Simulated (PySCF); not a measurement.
Cyclobutene, C4H6.
Bonds: C1–C2 (double), C2–C3, C3–C4, C1–C4. Hydrogens: H5 on C1; H6 on C2; H7, H8 on C3; H9, H10 on C4.

Theory: MP2 and CCSD/aug-cc-pVDZ in PySCF, restricted Hartree–Fock reference, 4 core orbitals frozen, non-relativistic, gas phase, PBE0-D3(BJ)/def2-SVP geometry.

E(HF) = -154.91653 Eh.

**Question.** How large is the problem?

**Answer.** 146 basis functions and 30 electrons; 4 orbitals frozen, which leaves o = 11 correlated occupied and v = 131 virtual orbitals. That is o·v = 1441 singles and o·v(o·v + 1)/2 = 1038961 distinct closed-shell doubles amplitudes before symmetry; the costliest CCSD step grows as o²v⁴ = 3.6 × 10^10.

**Question.** What are the MP2 and CCSD correlation energies?

**Answer.** MP2 -0.5618 Eh and CCSD -0.6037 Eh, which gives totals of -155.47837 and -155.52026 Eh. That is 0.747 eV for each correlated electron at CCSD (1585 kJ/mol in all, 0.388 % of the total energy); MP2 gives 93.1 % of the CCSD value.

**Question.** What is the T1 diagnostic?

**Answer.** 0.0099, below the customary warning level of 0.02. It is the norm of the spatial-orbital singles amplitudes over the root of the number of correlated electrons, so the norm is 0.046.

No triples correction and no basis-set extrapolation were made.
